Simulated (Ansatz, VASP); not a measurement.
# Two plane-wave programs on NaCl

INCAR

```
PREC = Accurate ; ENCUT = 520
EDIFF = 1E-7 ; ISMEAR = 0
SIGMA = 0.01 ; LREAL = F
LASPH = T ; NELM = 80
ALGO = Normal ; ISIF = 2
LWAVE = F ; LCHARG = F
GGA = PS ; NBANDS = 14
```

Contents of KPOINTS:

```
regular mesh
0
Gamma
  8 8 8
```

Contents of POSCAR:

```
NaCl
1.0
    0.0000000000      2.8195021016      2.8195021016
    2.8195021016      0.0000000000      2.8195021016
    2.8195021016      2.8195021016      0.0000000000
Na Cl
1 1
Direct
    0.0000000000      0.0000000000      0.0000000000
    0.5000000000      0.5000000000      0.5000000000
```

Input for Ansatz:

```yaml
crystal:
  lattice:
    - [0.0, 2.8195021016, 2.8195021016]
    - [2.8195021016, 0.0, 2.8195021016]
    - [2.8195021016, 2.8195021016, 0.0]
  atoms:
    - { symbol: Na, position: [0.0, 0.0, 0.0] }
    - { symbol: Cl, position: [0.5, 0.5, 0.5] }
basis:
  ecutwfc: 420
kpoints:
  mp_grid: { grid: [8, 8, 8] }
hamiltonian:
  xc: pbesol
scf:
  occupations: { method: fixed }
output:
  forces: true
  stress: true
  eigenvalues: true
  write_density: true
  write_potential: true
  elf: true
  volumetric_format: npy
```

Alike in both runs: task single point; functional PBEsol; k mesh 8 × 8 × 8; no spin polarisation.

|  | VASP | Ansatz |
| --- | --- | --- |
| version | VASP 6.6.1 | Ansatz 0.2.0 |
| potentials or method | VASP PAW PBE potentials, release 64 (Na_pv, Cl) | scalar-relativistic, plane waves, PAW |
| plane-wave cutoff (eV) | 520 | 420 |
| occupations | gaussian, width 0.01 eV | fixed |
| valence electrons in the cell | 14 | 16 |

```csv
,VASP,Ansatz,Ansatz less VASP
gap on the k mesh at the Fermi level (eV),4.93,4.94,+0.003
least direct gap on the mesh (eV),4.93,4.94,+0.003
pressure (GPa),-0.5,-0.5,-0.01
```

The two sets of potentials don't hold the same shells in valence.

Caveats: the PAW data sets were made with another functional, which shifts forces and pressure a little (VASP). Expect the measured gap to be larger: semilocal functionals such as PBEsol lack the derivative discontinuity.
